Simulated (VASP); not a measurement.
# InSe: single point with PBE

Crystal: InSe.

```xyz
2
Lattice="3.6338 0.0000 0.0000 0.0000 3.6338 0.0000 0.0000 0.0000 3.6285" Properties=species:S:1:pos:R:3 pbc="T T T"
In    1.8169    1.8169    1.8142
Se    0.0000    0.0000    0.0000
```

The cell was built by a generator and needn't be a form met in nature.

The cell isn't the ideal one: species swapped into the CuAu type (P4/mmm, No. 123).

```yaml
Program: VASP 6.6.1
Task: single point
Functional: PBE
Potentials_or_basis: VASP PAW PBE potentials, release 64 (In_d, Se)
Cutoff: 520 eV
k_mesh: 16 × 16 × 14
Occupations: gaussian, width 0.1 eV
Spin: no spin polarisation
```

The pressure is -0.1 GPa and the band gap on the k mesh is none (metal or under the smearing width).

Levels at points of the mesh, in eV from the Fermi level:
```tsv
k point	band 8	band 9	band 10	band 11	band 12	band 13
(0.00, 0.00, 0.00)	-1.39	-1.39	-1.37	5.29	5.30	8.34
(0.50, 0.00, 0.00)	-0.27	-0.25	1.44	2.13	5.04	5.07
(0.50, 0.50, 0.00)	-4.47	-3.50	0.06	5.66	5.66	7.31
(0.00, 0.00, 0.50)	-0.26	-0.26	1.42	2.12	5.05	5.05
(0.50, 0.00, 0.50)	-4.47	-3.49	0.05	5.64	5.65	7.29
(0.50, 0.50, 0.50)	-2.62	-2.62	-1.24	0.38	0.39	0.39
```

Run time: 2.9 min on 1 thread of Intel(R) Xeon(R) Platinum 8488C (Sapphire Rapids), with other jobs on the host, peak memory 0.39 GiB.
